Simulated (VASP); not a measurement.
Energy against volume of ZnTe (zinc blende). Level of theory: PBE GGA with D4 dispersion, VASP's PBE PAW potentials (set 64) (plane waves; VASP). Settings: 520 eV cut-off, 8×8×8 Γ-centred mesh, Gaussian smearing of 0.050 eV, potentials Zn Te.

| V (Å³/atom) | E (eV/atom) |
|---|---|
| 27.379 | -2.93396 |
| 28.226 | -2.93820 |
| 29.072 | -2.93459 |
| 29.919 | -2.92435 |

### Question
Fit these four points and predict the energy of the run at 26.532 Å³/atom.

### Answer
A cubic in V^(−2/3), the third-order Birch-Murnaghan form, passes through the four points with V0 = 28.24 Å³/atom and B0 = 49 GPa, and gives -2.9204 eV/atom there. The run gave -2.9204 eV/atom, +0.0 meV/atom from the fit; all five points give B0 = 49 GPa.

The compound is ZnTe in the zinc blende structure. It was relaxed first.
